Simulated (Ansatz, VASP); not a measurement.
KI in VASP and in Ansatz

```
K I
1.0
     0.00000    3.54737    3.41093
     3.54737    0.00000    3.41093
     3.54737    3.54737    0.00000
K I
1 1
Direct
  0.92759 0.92759 0.07241
  0.52231 0.52231 0.47769
```

Change from the starting cell: mode 6 frozen in at -0.494 Å, equal normal strain along x and y +0.0400.

Alike in both runs: task single point; functional LDA; k mesh 6 × 6 × 6; occupations gaussian, width 0.05 eV; no spin polarisation.

```csv
,VASP,Ansatz
version,VASP 6.6.1,Ansatz 0.2.0
potentials or method,"VASP PAW LDA potentials, release 64 (K_sv, I)","scalar-relativistic, plane waves, PAW"
plane-wave cutoff (eV),520,420
valence electrons in the cell,16,26
```

VASP gave:

| Quantity | Value |
| --- | --- |
| gap on the k mesh at the Fermi level (eV) | 3.63 |
| least direct gap on the mesh (eV) | 3.63 |
| pressure (GPa) | 2.2 |
| largest component of the traceless stress (GPa) | 7.45 |
| rms of the force components (eV/Å) | 1.307 |

Q: Which values does Ansatz return?

A: gap on the k mesh at the Fermi level (eV): 3.62; least direct gap on the mesh (eV): 3.62; pressure (GPa): 2.1; largest component of the traceless stress (GPa): 7.33; rms of the force components (eV/Å): 1.285.

Atom by atom the forces differ by 0.022 eV/Å (rms over components). The two sets of potentials don't hold the same shells in valence.

Caveats: spin-orbit coupling is left out, which moves the levels of the heavy elements; forces of over 1 eV/Å show positions far from the minimum, so gaps and moduli don't describe the material at rest.
